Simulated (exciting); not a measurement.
**CdS (Hawleyite) under changes of volume**

One of the cells (24.808 Å³/atom); the others are scaled copies at fixed shape and fractional positions:

```
Cd S
1.0
     0.00000    2.91650    2.91650
     2.91650    0.00000    2.91650
     2.91650    2.91650    0.00000
Cd S
1 1
Direct
  0.00000 0.00000 0.00000
  0.75000 0.75000 0.75000
```

```yaml
Program: exciting (release sodium)
Functional: PBE
Potentials_or_basis: all-electron LAPW+lo, shipped species files, valence relativity iora*
rgkmax: 7.5
k_mesh: 8 × 8 × 8
Occupations: fermi-dirac, width 0.05 eV
Spin: no spin polarisation
```

```csv
volume (Å³/atom),energy over the lowest point (meV/atom),gap on the mesh (eV)
23.319,58.40,1.27
23.815,37.89,1.23
24.312,?,?
24.808,10.65,1.14
25.304,3.39,1.10
25.800,0.26,1.06
26.296,0.00,1.01
```

Problem. What does the run at 24.312 Å³/atom give?

Solution. Energy over the lowest point 21.80 meV/atom; gap on the mesh 1.19 eV.

Worked out: A Birch-Murnaghan fit of order 3 (a polynomial in V^(-2/3)) to the other rows has its minimum at 26.04 Å³/atom with B0 = V·E''(V) = 56 GPa and B' = 3.4. It gives 22.01 meV/atom at 24.312 Å³/atom, against the run's 21.80. A straight line through the other rows of the gap, of slope -2.15 eV per unit of ln V (its deformation potential), gives 1.18 eV, against the run's 1.19.

Energies are extrapolated to zero smearing.

Spin-orbit coupling on Cd is left out.
